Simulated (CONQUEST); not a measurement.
# Ge (Fd-3m) in CONQUEST: notebook

The runs below take Ge through single point, with PBE.

Program: CONQUEST 1.3. These are calculated values, not measurements. Logs are shortened: lines on timing, memory, paths and dates and some standing lists are left out, and cuts for length are marked.

### Step 1. The undisturbed crystal

It takes space group Fd-3m (No. 227, cubic). The conventional cell has a = 5.658 Å, b = 5.658 Å, c = 5.658 Å, α = 90.00°, β = 90.00°, γ = 90.00°. Ge (site symmetry -43m) has 4 Ge at 2.45 Å as nearest neighbours.

### Step 2. Single point, PBE (atoms moved at random, drawn with an rms of 0.05 Å)

Conquest_input

```
IO.Title Ge
IO.Coordinates coords.dat
IO.FractionalAtomicCoords T
IO.Iprint 2
IO.Iprint_init 1
General.NumberOfSpecies 1
General.PseudopotentialType hamann
AtomMove.TypeOfRun static
AtomMove.FullStress T
Grid.GridCutoff 120
DM.SolutionMethod diagon
Diag.MPMesh T
Diag.GammaCentred T
Diag.MPMeshX 7
Diag.MPMeshY 7
Diag.MPMeshZ 5
Diag.kT 0.00183747
minE.SCTolerance 1e-6
SC.MaxIters 100
IO.AtomChargeOutput T
%block ChemicalSpeciesLabel
1 72.610 Ge
%endblock
```

coords.dat

```
    7.5601949717     0.0000000000     0.0000000000
    0.0000000000     7.5601949717     0.0000000000
    0.0000000000     0.0000000000    10.6917302624
4
  0.0004500000   0.5138550000   0.2471110000 1 T T T
  0.5004500000   0.0138550000   0.7471110000 1 T T T
  0.0015700000   0.0020250000   0.4914200000 1 T T T
  0.5015700000   0.5020250000   0.9914200000 1 T T T
```

Potentials or basis: PseudoDojo NC PBE, DZ, grid cutoff 120 Ha.

Command:

```sh
$ Conquest
```

What it wrote:

```text
Simulation cell dimensions:     7.5602 a0 x     7.5602 a0 x    10.6917 a0

      Atomic coordinates (a0)
         Atom         X         Y         Z  Species
            1    0.0034    3.8848    2.6420        1
            2    3.7835    0.1047    7.9879        1
            3    0.0119    0.0153    5.2541        1
            4    3.7920    3.7954   10.6000        1

         Monkhorst-Pack mesh:   7 x   7 x   5 gamma-centred
        This calculation includes non-local pseudopotentials,
         with a maximum core radius of      7.09479220

    Job title: Ge
    Job to be run: static calculation

[... 5 lines left out ...]
      Using Fermi-Dirac smearing

    Integration grid size:     40 x   40 x   60

    Integration grid spacing:  0.189 a0 x 0.189 a0 x 0.178 a0

    Number of species:  1
    --------------------------------------------------------
    |   #  mass (au)  Charge (e)  SF Rad (a0)  NSF  Label  |
    --------------------------------------------------------
    |   1     72.610      14.000        7.371   13  Ge     |
    --------------------------------------------------------
          SCF tolerance:                 0.00000100
          SCF iterations:               100

    The functional used will be GGA PBE96

           radial cut-off to be used is taken to be max PAO cut-off radius for this species:    7.094792

           greatest ang. mom. for making density from PAOs:  2
    Minimum blocs/proc is     1500. Maximum blocs/proc is     1500
    set_atom_dens: In set_atomic_density, electrons :      56.000000000000
 matrix_size & matrix_size_padH =           52          52

    Screened ion int: energy:    -280.351217449710 Ha

    new_SC_potl: Starting.  Tolerance:  0.10000E-05

    PulayMixSC: Starting Pulay mixing, A_up =  0.500 A_dn =  0.500
    PulayMixSC: Spin non-polarised calculation.
          Harris-Foulkes Energy            :      -357.184513345210462 Ha
          GroundState Energy (E-(1/2)TS)   :      -357.184535861784695 Ha
          Free Energy (E-TS)               :      -357.184558378358872 Ha
          DFT Total Energy                 :      -357.183173873315639 Ha
          Total number of electrons        :        55.999999999999311
    PulayMixSC: Pulay iteration     1 residual:              0.89272E-03
          Harris-Foulkes Energy            :      -357.183546067346924 Ha
          GroundState Energy (E-(1/2)TS)   :      -357.183569553794939 Ha
          Free Energy (E-TS)               :      -357.183593040242897 Ha
          DFT Total Energy                 :      -357.183227628494649 Ha
          Total number of electrons        :        56.000011542684661
    PulayMixSC: Pulay iteration     2 residual:              0.44141E-03
          Harris-Foulkes Energy            :      -357.183242036695901 Ha
          GroundState Energy (E-(1/2)TS)   :      -357.183266250420047 Ha
          Free Energy (E-TS)               :      -357.183290464144136 Ha
          DFT Total Energy                 :      -357.183241831753548 Ha
          Total number of electrons        :        56.000025959483757
    PulayMixSC: Pulay iteration     3 residual:              0.96693E-05
          Harris-Foulkes Energy            :      -357.183242129633413 Ha
          GroundState Energy (E-(1/2)TS)   :      -357.183266237290695 Ha
          Free Energy (E-TS)               :      -357.183290344947977 Ha
          DFT Total Energy                 :      -357.183242120766295 Ha
          Total number of electrons        :        56.000023989108861
    PulayMixSC: Pulay iteration     4 residual:              0.22948E-05
          Harris-Foulkes Energy            :      -357.183242311279855 Ha
          GroundState Energy (E-(1/2)TS)   :      -357.183266409307521 Ha
          Free Energy (E-TS)               :      -357.183290507335187 Ha
          DFT Total Energy                 :      -357.183242310016453 Ha
          Total number of electrons        :        56.000023328179566
    PulayMixSC: Pulay iteration     5 residual:              0.38782E-06
    PulayMixSC: Reached SCF tolerance of  0.38782E-06 after      5 iterations
      | Number of electrons      =        56.000023
      |* band energy as 2Tr[K.H] =       -48.086171875922922 Ha
      |  screened ion-ion energy =      -280.351217449709793 Ha
      |  Ha correction           =         0.291706199365385 Ha
      |  XC correction           =       -29.037560128857439 Ha
      | GS Energy as E-(1/2)TS   =      -357.183266409307521 Ha
      | Free Energy as E-TS      =      -357.183290507335187 Ha
      |* Harris-Foulkes energy   =      -357.183242311279855 Ha
      |* DFT total energy        =      -357.183242310016453 Ha
      |  estimated accuracy      =        -0.000000001263402 Ha

    force: Forces on atoms (Ha/a0)
    force:  Atom   X              Y              Z
    force:     1   0.0009064650  -0.0115219442  -0.0076860654
    force:     2   0.0009064650  -0.0115219442  -0.0076860654
    force:     3  -0.0007514921   0.0114238168   0.0076352005
    force:     4  -0.0007514921   0.0114238168   0.0076352005

    force: Maximum force :        0.01152194(Ha/a0) on atom         1 in y direction
    force: Force Residual:        0.01382058 Ha/a0
    force: Total stress:         -3.38782773    -0.00341657    -0.13055629 GPa
                            -0.00341657    -5.56016104    -1.58514294
                            -0.13055629    -1.58514294    -4.25612755
    force: Average pressure:      4.40137211 GPa

    force: Finished force
    get_E_and_F: Change in energy during last step of electronic optimisation: -0.18165E-06

    BIBLIOGRAPHY: Please consider citing the following references in the conquest.bib file

    CONQUEST:         Bowler2002pt, Miyazaki2004, Nakata2020
    Basis:            Bowler2019
    DM:               Bowler:2006xr
    Pseudopotentials: Hamann2013, Bowler2019
    XC functional:    Perdew1996
```

Run time: 20 s. Hardware: 1 thread of Intel Xeon 6975P-C (Granite Rapids), shared host; peak memory 0.55 GiB.

What came out:

| Item | Value |
| --- | --- |
| Free energy | -9719.4525 eV |
| Pressure | 4.4 GPa |
| Largest force | 0.714 eV/Å |
| Band gap on the k mesh | none (metal or under the smearing width) |

Forces in eV/Å, atoms in the order of the input:
```
Ge   0.047 -0.592 -0.395
Ge   0.047 -0.592 -0.395
Ge  -0.039  0.587  0.393
Ge  -0.039  0.587  0.393
```

Caveat: the atomic basis is small; the basis of atomic orbitals isn't converged, which shifts pressures, moduli and gaps.

### Step 3. Single point, PBE (atoms moved at random, drawn with an rms of 0.05 Å)

Conquest_input is that of step 2.

coords.dat is that of step 2.

Potentials or basis: PseudoDojo NC PBE, SZP, grid cutoff 120 Ha.

Command:

```sh
$ Conquest
```

Wall time 27 s (1 thread of Intel Xeon 6975P-C (Granite Rapids), shared host); peak memory 0.59 GiB.

Results (log left out):

```
Free energy            : -9719.2876 eV
Pressure               : 8.2 GPa
Largest force          : 0.883 eV/Å
Band gap on the k mesh : none (metal or under the smearing width)
```

Forces in eV/Å, atoms in the order of the input:
```
Ge   0.057 -0.730 -0.493
Ge   0.057 -0.730 -0.493
Ge  -0.049  0.729  0.490
Ge  -0.049  0.729  0.490
```

Levels at points of the mesh, in eV from the Fermi level:
| k point | band 26 | band 27 | band 28 | band 29 | band 30 | band 31 |
| --- | --- | --- | --- | --- | --- | --- |
| (0.00, 0.00, 0.00) | -0.50 | -0.03 | 0.00 | 0.14 | 0.59 | 0.79 |

Caveat: the atomic basis is small; the box holds several primitive cells, so bands are folded and the points are those of the box's own zone; the basis of atomic orbitals isn't converged, which shifts pressures, moduli and gaps.

### Step 4. Single point, PBE (atoms moved at random, drawn with an rms of 0.05 Å)

Conquest_input is that of step 3.

coords.dat is that of step 3.

Potentials or basis: PseudoDojo NC PBE, SZ, grid cutoff 120 Ha.

Command:

```sh
$ Conquest
```

Run time: 12 s. Hardware: 1 thread of Intel Xeon 6975P-C (Granite Rapids), shared host; peak memory 0.38 GiB.

It converged, with:

```yaml
Free_energy: -9718.0084 eV
Pressure: 9.0 GPa
Largest_force: 0.978 eV/Å
Band_gap_on_the_k_mesh: none (metal or under the smearing width)
```

Forces on the atoms (eV/Å):
```
Ge   0.064 -0.807 -0.548
Ge   0.064 -0.807 -0.548
Ge  -0.057  0.807  0.545
Ge  -0.057  0.807  0.545
```

Levels at points of the mesh, in eV from the Fermi level:
```tsv
k point	band 24	band 25	band 26	band 27	band 28	band 29	band 30	band 31	band 32	band 33
(0.00, 0.00, 0.00)	-3.40	-3.32	-0.60	-0.08	-0.04	0.00	2.36	2.51	2.55	2.74
```

Caveat: the atomic basis is small; the box holds several primitive cells, so bands are folded and the points are those of the box's own zone; the basis of atomic orbitals isn't converged, which shifts pressures, moduli and gaps.

### Step 5. The reference run

An earlier run on the cell as given: functional PBE; potentials or basis PseudoDojo NC PBE, DZP, grid cutoff 120 Ha; k mesh 7 × 7 × 5; occupations fermi-dirac, width 0.05 eV; no spin polarisation.

* Pressure: 4.2 GPa
* Band gap on the k mesh: none (metal or under the smearing width)

### Step 6. Overview

```csv
potentials or basis,cell,gap on the mesh (eV),pressure (GPa),largest force (eV/Å)
"PseudoDojo NC PBE, DZ, grid cutoff 120 Ha","atoms moved at random, drawn with an rms of 0.05 Å",none,4.4,0.71
"PseudoDojo NC PBE, SZP, grid cutoff 120 Ha","atoms moved at random, drawn with an rms of 0.05 Å",none,8.2,0.88
"PseudoDojo NC PBE, SZ, grid cutoff 120 Ha","atoms moved at random, drawn with an rms of 0.05 Å",none,9.0,0.98
"PseudoDojo NC PBE, DZP, grid cutoff 120 Ha",as given,none,4.2,-
```

Alike in all rows: task single point; level PBE; no spin polarisation; k mesh 7 × 7 × 5; smearing fermi-dirac 0.05 eV.

Caveats: the basis of atomic orbitals isn't converged, which shifts pressures, moduli and gaps; the atomic basis is small (some runs); the box holds several primitive cells, so bands are folded and the points are those of the box's own zone (some runs); the real-space grid breaks the cell's symmetry a little (some runs).

Absolute energies hang on the potentials; compare differences alone.
